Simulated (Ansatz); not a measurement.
# C vacancy in SiC

Aim: make a C vacancy in a supercell of 16 atoms of SiC, relax it, in the charges +2, +1, 0, and find its formation energy, moment and surroundings.

Program: Ansatz 0.2.0. Level of theory: DFT PBE, scalar-relativistic, plane waves, PAW. These are calculated values, not measurements.

3 further runs of the same task are left out: 3 set aside as unsound or not needed.

## (1) The starting structure

Symmetry: P6_3mc, No. 186, hexagonal system. The conventional cell has a = 3.092 Å, b = 3.092 Å, c = 5.074 Å, α = 90.00°, β = 90.00°, γ = 120.00°. Si (site symmetry 3m) has 4 C at 1.89 to 1.91 Å as nearest neighbours. Around C (site symmetry 3m) lie 4 Si at 1.89 to 1.91 Å.

Structure file:

```cif
data_structure
_symmetry_space_group_name_H-M 'P6_3mc'
_symmetry_Int_Tables_number 186
_cell_length_a 3.0919
_cell_length_b 3.0919
_cell_length_c 5.0743
_cell_angle_alpha 90.000
_cell_angle_beta 90.000
_cell_angle_gamma 120.000
_cell_volume 42.01
loop_
_atom_site_label
_atom_site_type_symbol
_atom_site_symmetry_multiplicity
_atom_site_Wyckoff_symbol
_atom_site_fract_x
_atom_site_fract_y
_atom_site_fract_z
_atom_site_occupancy
Si1 Si 2 b 0.33333 0.66667 0.49958 1
C1 C 2 b 0.33333 0.66667 0.87542 1
```

It goes back to an entry of the Materials Project.

This cell was relaxed beforehand with the same method: volume 10.50 Å³/atom, gap on the mesh 2.31 eV.

The host's static dielectric tensor, from an earlier linear-response run, has a mean of 10.60.

The perfect supercell (rows 0 0 -1; 0 -2 0; -2 0 0 in vectors of this cell) comes from an earlier run at this level (16 atoms, E(σ→0) -7097.2342 eV, gap 2.55 eV on its own mesh).

## (2) The defect cell

The atom at (0.125, 0.167, 0.333) of the supercell is taken out. The other atoms start on their ideal sites. Its neighbours are 3 Si at 1.89 Å, 1 Si at 1.91 Å.

## (3) Relaxing the defect, charge 0

Input file input.yaml:

```yaml
crystal:
  lattice:
    - [0.0, 0.0, -5.0742922873]
    - [3.0919365181, -5.3553911431, 0.0]
    - [-6.1838730361, 0.0, 0.0]
  atoms:
    - { symbol: Si, position: [0.5004182929, 0.1666666667, 0.3333333333] }
    - { symbol: Si, position: [0.5004182929, 0.6666666667, 0.3333333333] }
    - { symbol: Si, position: [0.5004182929, 0.1666666667, 0.8333333333] }
    - { symbol: Si, position: [0.5004182929, 0.6666666667, 0.8333333333] }
    - { symbol: Si, position: [0.0004182929, 0.3333333333, 0.1666666667] }
    - { symbol: Si, position: [0.0004182929, 0.8333333333, 0.1666666667] }
    - { symbol: Si, position: [0.0004182929, 0.3333333333, 0.6666666667] }
    - { symbol: Si, position: [0.0004182929, 0.8333333333, 0.6666666667] }
    - { symbol: C, position: [0.1245817071, 0.6666666667, 0.3333333333] }
    - { symbol: C, position: [0.1245817071, 0.1666666667, 0.8333333333] }
    - { symbol: C, position: [0.1245817071, 0.6666666667, 0.8333333333] }
    - { symbol: C, position: [0.6245817071, 0.3333333333, 0.1666666667] }
    - { symbol: C, position: [0.6245817071, 0.8333333333, 0.1666666667] }
    - { symbol: C, position: [0.6245817071, 0.3333333333, 0.6666666667] }
    - { symbol: C, position: [0.6245817071, 0.8333333333, 0.6666666667] }
  host:
    lattice:
      - [3.0919365181, 0.0, 0.0]
      - [-1.545968259, 2.6776955715, 0.0]
      - [0.0, 0.0, 5.0742922873]
    atoms:
      - { symbol: Si, position: [0.3333333333, 0.6666666667, 0.4995817071] }
      - { symbol: Si, position: [0.6666666667, 0.3333333333, 0.9995817071] }
      - { symbol: C, position: [0.3333333333, 0.6666666667, 0.8754182929] }
      - { symbol: C, position: [0.6666666667, 0.3333333333, 0.3754182929] }
basis:
  ecutwfc: 420
  xc_grid: 2
kpoints:
  mp_grid: { grid: [4, 4, 4], shift: [0.0, 0.0, 0.0] }
hamiltonian:
  xc: pbe
scf:
  occupations: { method: gaussian, width: 0.01 }
output:
  forces: true
  stress: false
  eigenvalues: true
  charged_corrections:
    defect_position: [0.12458171, 0.16666667, 0.33333333]
    epsilon: [[10.2149, 0.0, 0.0], [0.0, 10.2149, 0.0], [0.0, 0.0, 11.3839]]
  write_density: true
  write_potential: true
  elf: true
  volumetric_format: npy
relax:
  adjacent_minimum: "off"
  f_tol: 0.025
  max_steps: 45
```

Launch:

```
$ ansatz run input.yaml --threads 4 --pin off --max-ram 10240MiB --backend cpu --events-out ev --progress --plain --runs-dir out
```

Further runs follow: relaxing the defect, charge +1; charge +1, second spin start; charge state +2.

**Question.** What will these runs give? Wanted: formation energy, neutral; nearest atoms after relaxation, one image of each, neutral.

As calculated:

| quantity | value |
| --- | --- |
| formation energy, neutral | 4.02 eV |
| nearest atoms after relaxation, one image of each, neutral | 1 Si at 1.85 Å, 3 Si at 1.93 Å |
| level (+2/+1) above the valence top | 0.15 eV |
| level (+1/0) above the valence top | 1.36 eV |

In words: Forming the neutral defect takes 4.02 eV with the elements as reservoirs. With elemental C as the reservoir this is the highest cost; C-poor conditions lower it. Spin polarisation was off in the neutral run, so a moment could not show there. Among the charges computed the stable one is +2 at the valence top, changing to +1 at 0.15 eV, changing to 0 at 1.36 eV, in a gap of 2.31 eV. The alignment term, up to 1.48 eV here, is marked as doubtful by the program in a cell of this size. Levels are placed in the host's Kohn-Sham gap, which is usually too small at this level and squeezes them. A cell of 16 sites leaves finite-size errors of tenths of an eV, or more where the defect fills or empties host bands. A distortion of lower symmetry was not tried. Where the defect's electrons or holes spill into a band, band filling in so small a cell adds more. Some runs ended without the moments they were started with.
